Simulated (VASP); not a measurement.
# AlP in VASP: a series of runs

The runs below take AlP through relaxation of the atoms, with RPBE, PBE+D3(BJ).

All numbers are computed with VASP 6.6.1; they aren't measurements. Logs are shortened: lines on timing, memory, paths and dates and some standing lists are left out, and cuts for length are marked.

### 1 The cell of the first run

The cell holds a slab with vacuum, 8 atoms: a = 3.854 Å, b = 3.854 Å, c = 25.228 Å, α = 90.00°, β = 90.00°, γ = 120.00°.

### 2 Relaxation of the atoms, RPBE (the (1 1 1) slab of AlP, cut from the database cell, not relaxed)

INCAR

```
PREC = Accurate
ENCUT = 520
EDIFF = 1E-7
ISMEAR = 0
SIGMA = 0.05
LREAL = False
LASPH = True
NELM = 80
ALGO = Normal
ISIF = 2
LWAVE = False
LCHARG = False
LDIPOL = True
IDIPOL = 3
DIPOL = 0.5 0.5 0.500
GGA = RP
IBRION = 2
NSW = 60
EDIFFG = -0.005
```

KPOINTS

```
regular mesh
0
Gamma
  8 8 1
```

POSCAR

```
AlP
1.0
    3.8544390642      0.0000000000      0.0000000000
   -1.9272195321      3.3380421470      0.0000000000
    0.0000000000      0.0000000000     25.2281930314
P Al
4 4
Selective dynamics
Direct
    0.0000000000      0.0000000000      0.2972864521  F F F
    0.3333333333      0.6666666667      0.4220332508  F F F
    0.6666666667      0.3333333333      0.5467800495  T T T
    0.0000000000      0.0000000000      0.6715268482  T T T
    0.3333333333      0.6666666667      0.3284731518  F F F
    0.6666666667      0.3333333333      0.4532199505  F F F
    0.0000000000      0.0000000000      0.5779667492  T T T
    0.3333333333      0.6666666667      0.7027135479  T T T
```

Potentials or basis: VASP PAW PBE potentials, release 64 (P, Al).

Started as:

```console
$ cat potpaw_PBE.64/P/POTCAR potpaw_PBE.64/Al/POTCAR > POTCAR
$ mpirun -np 1 vasp_std > vasp.out
```

OUTCAR:

```text
PREC = Accurate
   ENCUT = 520
   EDIFF = 1E-7
   ISMEAR = 0
   LREAL = False
   LASPH = True
   NELM = 80
   ISIF = 2
   GGA = RP
   IBRION = 2
   NSW = 60
   EDIFFG = -0.005

 ion  position               nearest neighbor table
   1  0.000  0.000  0.297-   5 2.36   5 2.36   5 2.36
   2  0.333  0.667  0.422-   5 2.36   6 2.36   6 2.36   6 2.36
   3  0.667  0.333  0.547-   6 2.36   7 2.36   7 2.36   7 2.36
   4  0.000  0.000  0.672-   7 2.36   8 2.36   8 2.36   8 2.36
   5  0.333  0.667  0.328-   2 2.36   1 2.36   1 2.36   1 2.36
   6  0.667  0.333  0.453-   3 2.36   2 2.36   2 2.36   2 2.36
   7  0.000  0.000  0.578-   4 2.36   3 2.36   3 2.36   3 2.36
   8  0.333  0.667  0.703-   4 2.36   4 2.36   4 2.36

  LATTYP: Found a hexagonal cell.
 ALAT       =     3.8544390642
 C/A-ratio  =     6.5452307356

  Lattice vectors:

 A1 = (   3.8544390642,   0.0000000000,   0.0000000000)
 A2 = (  -1.9272195321,   3.3380421470,   0.0000000000)
 A3 = (   0.0000000000,   0.0000000000,  25.2281930314)

Analysis of symmetry for initial positions (statically):
=====================================================================
 Subroutine PRICEL returns:
 Original cell was already a primitive cell.

 Routine SETGRP: Setting up the symmetry group for a
 hexagonal supercell.

 Subroutine GETGRP returns: Found  6 space group operations
 (whereof  6 operations were pure point group operations)
 out of a pool of 24 trial point group operations.

The static configuration has the point symmetry C_3v.

Analysis of symmetry for dynamics (positions and initial velocities):
=====================================================================
 Subroutine PRICEL returns:
 Original cell was already a primitive cell.

 Routine SETGRP: Setting up the symmetry group for a
 hexagonal supercell.

 Subroutine GETGRP returns: Found  6 space group operations
 (whereof  6 operations were pure point group operations)
 out of a pool of 24 trial point group operations.

The dynamic configuration has the point symmetry C_3v.

Analysis of constrained symmetry for selective dynamics:
=====================================================================
 Subroutine PRICEL returns:
 Original cell was already a primitive cell.

 Routine SETGRP: Setting up the symmetry group for a
[... 130 lines left out ...]
   AEXX    =    0.0000 exact exchange contribution
   IVDW    =     0    specifies the selected vdW correction
   LEPSILON=     F    determine dielectric tensor
   LRPA    =     F    only Hartree local field effects (RPA)
 conjugate gradient relaxation of ions
 non-spin polarized calculation
 Gauss-broadening in eV      SIGMA  =   0.05
  energy-cutoff  :      520.00
  volume of cell :      324.59
 maximum number of plane-waves:      8779
 NGX is ok and might be reduce to    30
   NGX = 15   NGY = 15   NGZ = 93

--------------------------------------- Ionic step        1  -------------------------------------------

 number of electron      31.9999998 magnetization

 Free energy of the ion-electron system (eV)
  ---------------------------------------------------
  ext. energy  EPLUGINS =         0.00000000
  ---------------------------------------------------
  free energy    TOTEN  =       -36.48863323 eV

  energy without entropy =      -36.47233413  energy(sigma->0) =      -36.48048368

------------------------ aborting loop because EDIFF is reached ----------------------------------------

  FORCE on cell =-STRESS in cart. coord.  units (eV):
  Direction    XX          YY          ZZ          XY          YZ          ZX
  --------------------------------------------------------------------------------------
  -------------------------------------------------------------------------------------
  Total        2.8028617      2.8028617      4.6152542      0.0000000      0.0000000      0.0000000
  in kB       13.8348069     13.8348069     22.7806998      0.0000000      0.0000000      0.0000000
  external PRESSURE =      16.8167712 kB  Pullay stress =       0.0000000 kB
[... 107 lines left out ...]
  FREE ENERGIE OF THE ION-ELECTRON SYSTEM (eV)
  ---------------------------------------------------
  free  energy   TOTEN  =       -36.5347980350 eV

  energy  without entropy=      -36.5182816966  energy(sigma->0) =      -36.52653987

 dipolmoment           0.000000      0.000000      0.093053 electrons x Angstroem

[... ionic steps 4 to 15 ...]

--------------------------------------- Ionic step       16  -------------------------------------------

 number of electron      31.9999998 magnetization

------------------------ aborting loop because EDIFF is reached ----------------------------------------
[... 79 lines left out ...]
--------------------------------------- Ionic step       18  -------------------------------------------

 number of electron      31.9999998 magnetization

 dipolmoment           0.000000      0.000000     -0.214192 electrons x Angstroem

 Free energy of the ion-electron system (eV)
  ---------------------------------------------------
  ext. energy  EPLUGINS =         0.00000000
  ---------------------------------------------------
  free energy    TOTEN  =       -36.56206766 eV

  energy without entropy =      -36.54479758  energy(sigma->0) =      -36.55343262

 E-fermi :   0.3727     XC(G=0):  -5.2106

 val. band max:        0.3315511073   @ k =   0.3750   0.2500   0.0000
 cond. band min:       0.3794822069   @ k =   0.1250   0.0000   0.0000
 fundamental gap:      0.0479310995
 Fermi energy:         0.3726704441

 k-point     1 :       0.0000    0.0000    0.0000
  band No.  band energies     occupation
      1     -12.3472      2.00000
      2     -11.5193      2.00000
      3     -10.8094      2.00000
      4      -9.5265      2.00000
      5      -5.7036      2.00000
      6      -4.2287      2.00000
[... 229 lines left out ...]
     20       3.5341      0.00000
     21       3.7572      0.00000

------------------------ aborting loop because EDIFF is reached ----------------------------------------

 vacuum level on the upper side and lower side of the slab       (xc-potential included)        -1.589         1.390

  FORCE on cell =-STRESS in cart. coord.  units (eV):
  Direction    XX          YY          ZZ          XY          YZ          ZX
  --------------------------------------------------------------------------------------
  -------------------------------------------------------------------------------------
  Total        3.0245754      3.0245754      1.7541333      0.0000000      0.0000000      0.0000000
  in kB       14.9291764     14.9291764      8.6583280      0.0000000      0.0000000      0.0000000
  external PRESSURE =      12.8388936 kB  Pullay stress =       0.0000000 kB
[... 23 lines left out ...]
  FREE ENERGIE OF THE ION-ELECTRON SYSTEM (eV)
  ---------------------------------------------------
  free  energy   TOTEN  =       -36.5620676603 eV

  energy  without entropy=      -36.5447975825  energy(sigma->0) =      -36.55343262

 reached required accuracy - stopping structural energy minimisation

 vacuum level on the upper side and lower side of the slab         3.495         6.539
```

It took 31 min on 1 thread of Intel Xeon Platinum 8488C (Sapphire Rapids), shared host; peak memory 0.46 GiB.

What came out:

| Property | Result |
| --- | --- |
| Free energy | -36.5621 eV |
| Energy gained by relaxing | 9.2 meV/atom |
| Ionic steps | 18 |
| Band gap on the k mesh | none (metal or under the smearing width) |

Step by step:
```
step  energy change (eV)  largest force (eV/Å)  pressure (GPa)
   1              0.0000                0.8758            1.68
   2             -0.0419                0.7016            1.68
   3             -0.0462                0.7369            1.70
   4             -0.0509                0.7409            1.69
   5             -0.0588                0.7518            1.67
   6             -0.0593                0.7550            1.66
   7             -0.0626                0.7713            1.63
   8             -0.0650                0.8043            1.56
   9             -0.0672                0.8052            1.52
  10             -0.0716                0.8077            1.39
  11             -0.0704                0.8117            1.14
  12             -0.0728                0.8096            1.29
  13             -0.0734                0.8143            1.29
  14             -0.0734                0.8145            1.29
  15             -0.0734                0.8114            1.29
  16             -0.0734                0.8094            1.28
  17             -0.0734                0.8098            1.28
  18             -0.0734                0.8099            1.28
```

Final structure:
```cif
data_structure
_symmetry_space_group_name_H-M 'P 1'
_symmetry_Int_Tables_number 1
_cell_length_a 3.8544
_cell_length_b 3.8544
_cell_length_c 25.2282
_cell_angle_alpha 90.000
_cell_angle_beta 90.000
_cell_angle_gamma 120.000
_cell_volume 324.59
loop_
_atom_site_label
_atom_site_type_symbol
_atom_site_fract_x
_atom_site_fract_y
_atom_site_fract_z
_atom_site_occupancy
P1 P 0.00000 0.00000 0.29729 1
P2 P 0.33333 0.66667 0.42203 1
P3 P 0.66667 0.33333 0.55088 1
P4 P 0.00000 0.00000 0.67984 1
Al1 Al 0.33333 0.66667 0.32847 1
Al2 Al 0.66667 0.33333 0.45322 1
Al3 Al 0.00000 0.00000 0.58152 1
Al4 Al 0.33333 0.66667 0.70741 1
```

Caveat: the PAW data sets were made with another functional, which shifts forces and pressure a little.

### 3 Relaxation of the atoms, PBE+D3(BJ) (the (1 1 1) slab of AlP, cut from the database cell, not relaxed)

INCAR

```
SYSTEM = AlP
ALGO = Normal
DIPOL = 0.5 0.5 0.500
EDIFF = 1E-7
EDIFFG = -0.01
ENCUT = 520
GGA = PE
IBRION = 2
IDIPOL = 3
ISIF = 2
ISMEAR = 0
IVDW = 12
LASPH = .TRUE.
LCHARG = .FALSE.
LDIPOL = .TRUE.
LREAL = .FALSE.
LWAVE = .FALSE.
NELM = 60
NSW = 60
PREC = Accurate
SIGMA = 0.05
```

KPOINTS

```
k-points
0
G
  8 8 1
  0 0 0
```

POSCAR is that of step 2.

Potentials or basis: VASP PAW PBE potentials, release 64 (P, Al).

Started as:

```console
$ cat potpaw_PBE.64/P/POTCAR potpaw_PBE.64/Al/POTCAR > POTCAR
$ mpirun -np 1 vasp_std > vasp.out
```

Wall time 14 min (1 thread of Intel Xeon Platinum 8488C (Sapphire Rapids), shared host); peak memory 0.48 GiB.

Results (log left out):

```yaml
Free_energy: -40.6991 eV
Energy_gained_by_relaxing: 6.1 meV/atom
Ionic_steps: 7
Band_gap_on_the_k_mesh: none (metal or under the smearing width)
Dispersion_energy_per_atom: -0.257 eV
```

Step by step:
| step | energy change (eV) | largest force (eV/Å) | pressure (GPa) |
| --- | --- | --- | --- |
| 1 | 0.0000 | 0.7330 | -0.08 |
| 2 | -0.0380 | 0.7066 | -0.05 |
| 3 | -0.0419 | 0.7388 | -0.03 |
| 4 | -0.0452 | 0.7412 | -0.02 |
| 5 | -0.0488 | 0.7457 | 0.02 |
| 6 | -0.0489 | 0.7459 | 0.03 |
| 7 | -0.0490 | 0.7505 | 0.03 |

Final structure:
```yaml
crystal:
  lattice:
    - [3.85444, 0.00000, 0.00000]
    - [-1.92722, 3.33804, 0.00000]
    - [0.00000, 0.00000, 25.22819]
  atoms:
    - { symbol: P, position: [0.00000, 0.00000, 0.29729] }
    - { symbol: P, position: [0.33333, 0.66667, 0.42203] }
    - { symbol: P, position: [0.66667, 0.33333, 0.54879] }
    - { symbol: P, position: [0.00000, 0.00000, 0.67426] }
    - { symbol: Al, position: [0.33333, 0.66667, 0.32847] }
    - { symbol: Al, position: [0.66667, 0.33333, 0.45322] }
    - { symbol: Al, position: [0.00000, 0.00000, 0.57769] }
    - { symbol: Al, position: [0.33333, 0.66667, 0.70022] }
```

Levels at points of the mesh, in eV from the Fermi level:
```tsv
k point	band 12	band 13	band 14	band 15	band 16	band 17	band 18	band 19	band 20	band 21
(0.00, 0.00, 0.00)	-0.84	-0.84	-0.44	0.20	0.20	0.33	1.36	2.17	2.96	3.09
(0.50, 0.00, 0.00)	-2.77	-2.20	-1.93	-0.83	-0.30	0.04	0.59	1.59	1.82	2.65
```
